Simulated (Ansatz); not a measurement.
Here is an unrelaxed guess for MnAs.

```
CELL_PARAMETERS angstrom
1.83300 1.05828 3.02003
-1.83300 1.05828 3.02003
0.00000 -2.11657 3.02003
ATOMIC_POSITIONS crystal
Mn 0.50000 0.50000 0.50000
As 0.00000 0.00000 0.00000
```

Theory: Ansatz, DFT PBE, scalar-relativistic, plane waves, PAW. Plane waves to 420 eV, a k mesh through Γ of 6×6×6 on the computed 2-atom cell and Gaussian smearing (0.10 eV); collinear spin from starting moments 4.0 0.0 μB.

Formation energies are uncorrected and refer to the elements' standard structures at the same level.

Question: Estimate its pressure, forces and energy as it stands.

Answer: The pressure is -2.0 GPa (the mean over three directions, positive in compression), the largest force is 0.00 eV/Å (symmetry fixes the atoms), and the energy is −0.07 eV/atom against the elements. The shortest distance is 2.60 Å.

Question: How much does it gain on relaxing, and where does it end?

Answer: Relaxing gains under 0.1 eV/atom (the start's value is from the coarse mesh, so the gain is rough) in 4 ionic steps and ends at −0.06 eV/atom on the finer mesh. The symmetry goes from R-3m (No. 166) to Fm-3m (No. 225). The end has the rock salt type. The volume per atom shrinks by 1.9 %, from 17.6 to 17.2 Å³. The shortest distance goes from 2.60 Å (Mn–As) to 2.58 Å (Mn–As). Conventional cell: a = 5.167 Å. Around Mn lie 6 As at 2.58 Å; As is surrounded by 6 Mn at 2.58 Å.

The last run used collinear spin, an 18×18×18 mesh for its 2-atom cell and Gaussian smearing of 0.10 eV. The reference form of As is held partly by dispersion forces, which this level lacks. The magnetic state reached may not be the lowest. The relaxation can't lower the symmetry of the start. A structure relaxed within its symmetry needn't be a true minimum.
